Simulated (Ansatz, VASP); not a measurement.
One calculation of Si, two programs

POSCAR

```
Si
1.0
    0.0000000000      2.7218511865      2.7218511865
    2.7218511865      0.0000000000      2.7218511865
    2.7218511865      2.7218511865      0.0000000000
Si
2
Direct
    0.7500000000      0.7500000000      0.7500000000
    0.5000000000      0.5000000000      0.5000000000
```

File INCAR.step1:

```
SYSTEM = Si
  PREC = Accurate
  ENCUT = 520
  ISMEAR = -1
  SIGMA = 0.02
  LREAL = .FALSE.
  LASPH = .TRUE.
  NELM = 60
  NBANDS = 11
  GGA = PE
  ALGO = Normal
  EDIFF = 1E-4
  LWAVE = .TRUE.
  LCHARG = .FALSE.
```

The input INCAR.step2:

```
SYSTEM = Si
  PREC = Accurate
  ENCUT = 520
  EDIFF = 1E-8
  ISMEAR = -1
  SIGMA = 0.02
  LREAL = .FALSE.
  LASPH = .TRUE.
  NELM = 60
  ALGO = Normal
  ISIF = 2
  LWAVE = .FALSE.
  LCHARG = .FALSE.
  METAGGA = R2SCAN
  LMIXTAU = .TRUE.
  LEFG = .TRUE.
  NBANDS = 11
  ISTART = 1
```

Contents of KPOINTS:

```
regular mesh
0
G
  10 10 10
  0 0 0
```

Input for Ansatz:

```yaml
crystal:
  lattice:
    - [0.0, 2.7218511865, 2.7218511865]
    - [2.7218511865, 0.0, 2.7218511865]
    - [2.7218511865, 2.7218511865, 0.0]
  atoms:
    - { symbol: Si, position: [0.75, 0.75, 0.75] }
    - { symbol: Si, position: [0.5, 0.5, 0.5] }
kpoints:
  mp_grid: { grid: [10, 10, 10] }
  band_path:
    path:
      - [0.0, 0.0, 0.0]
      - [0.5, 0.0, 0.5]
      - [0.625, 0.25, 0.625]
      - [0.375, 0.375, 0.75]
      - [0.0, 0.0, 0.0]
      - [0.5, 0.5, 0.5]
      - [0.5, 0.25, 0.75]
      - [0.5, 0.0, 0.5]
    npoints: 8
scf:
  occupations: { method: fermi_dirac, width: 0.02 }
hamiltonian:
  xc: r2scan
  pseudopotentials: { kind: all_electron, datasets: crystal }
output:
  forces: true
  stress: true
  eigenvalues: true
  efg: { contact_densities: true }
```

Alike in both runs: task electric field gradients; functional r2SCAN; k mesh 10 × 10 × 10; occupations fermi-dirac, width 0.02 eV; no spin polarisation.

|  | VASP | Ansatz |
| --- | --- | --- |
| version | VASP 6.6.1 | Ansatz 0.2.0 |
| potentials or method | VASP PAW PBE potentials, release 64 (Si) | all-electron PAW with datasets made for the crystal, scalar-relativistic |
| plane-wave cutoff (eV) | 520 | see its input |

```csv
,VASP,Ansatz,Ansatz less VASP
gap on the k mesh at the Fermi level (eV),0.79,0.78,-0.011
pressure (GPa),-0.2,0.0,+0.24
Vzz of the field gradient on the site that differs most (V/Å²),0.0,0.0,0.00
```

Ansatz ran all-electron here, so the differences hold the error of VASP's frozen core and of both bases.

Caveats: the PAW data sets were made with another functional, which shifts forces and pressure a little (VASP). A k mesh can miss the band edges. r2SCAN opens gaps a little over a GGA but as a rule still falls short of measured ones.
